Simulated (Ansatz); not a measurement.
Co: converged, but where?

The cell (2 atoms) is Co as an experimental structure (space group Fm-3m, primitive cell doubled). Source: COD entry 9012930; the sample's temperature and pressure aren't taken into account, and it need not be the stable phase.

These are results of Ansatz, DFT, PBE, PAW, plane waves, scalar-relativistic, not measurements.

```yaml
crystal:
  lattice:
    - [0.0, -1.7885, -1.7885]
    - [-3.577, -1.7885, -1.7885]
    - [0.0, 1.7885, -1.7885]
  atoms:
    - { symbol: Co, position: [0.0, 0.0, 0.0], spin: 1.95 }
    - { symbol: Co, position: [0.0, 0.5, 0.5], spin: -1.95 }
magnetization:
  spin_polarized: true
hamiltonian:
  xc: pbe
  pseudopotentials: { kind: paw }
basis:
  ecutwfc: 420
kpoints:
  mp_grid: { grid: [12, 7, 10] }
scf:
  occupations: { method: fermi_dirac, width: 0.05 }
  lower_state_search: "off"
output:
  forces: true
  stress: true
```

It took 12 s on 2 threads of x86-64 server CPU (shared host), peak memory 0.49 GiB.

The end of the output:

```
SCF converged after 36 iterations
Magnetization: 0.0000 μB (17.0000 up, 17.0000 down)
Absolute magnetization: 0.0000 μB (∫|ρ↑−ρ↓|, with the PAW one-centre terms)
Spin contamination: 0.0000 ħ² per cell (⟨S²⟩ above its minimum at these occupations)
Per-site moments (μB) at R_I (Å): [(-5.5739e-6, 1.0433), (5.5739e-6, 1.0433)]
Free energy (F): -10251.768393 eV
Harris-Foulkes:  -10251.768393 eV  (|F-HF|=1.46e-11)
Internal energy: -10251.726647 eV  (E = F + TS)
E sigma→0 (E₀):  -10251.747520 eV
Entropy (-TS):   -0.041746 eV (-20.873 meV/atom)
Fermi energy:    17.355583 eV
--- Forces (eV/Å), atoms counted from 1 ---
  atom   1  Co     0.00000000     0.00000000     0.00000000
  atom   2  Co     0.00000000    -0.00000000     0.00000000
--- Stress (GPa, compression-positive) ---
      -20.507942       0.079347       0.079347
        0.079347     -21.013240       0.152098
        0.079347       0.152098     -21.013240
  P = ⅓ Tr σ = -20.8448 GPa (-208.448 kbar)
```

The mesh has less symmetry than the lattice, which lowers the symmetry of the run.

Site moments are taken inside atomic spheres and don't add up to the total.

Problem. The run converged. Is this the lowest state of the cell, and if not, what lies lower and how is it reached?

Solution. No. A state 242 meV/atom (0.485 eV per cell) lower exists in this cell: ferromagnetic, site moments Co1 1.78, Co2 1.78 μB, total 3.41 μB per cell, no gap on the k-mesh. It was reached from: parallel moments, default search for lower states [Co1 3.00, Co2 3.00 μB]; opposed moments +-, default search for lower states [Co1 3.00, Co2 -3.00 μB]. The wrong state matters: the pressure is -8.6 GPa there against -20.8 GPa here. This multiple of the primitive cell fits some opposed orders; other multiples fit others. Orders that need a larger cell or non-collinear spins weren't tried.
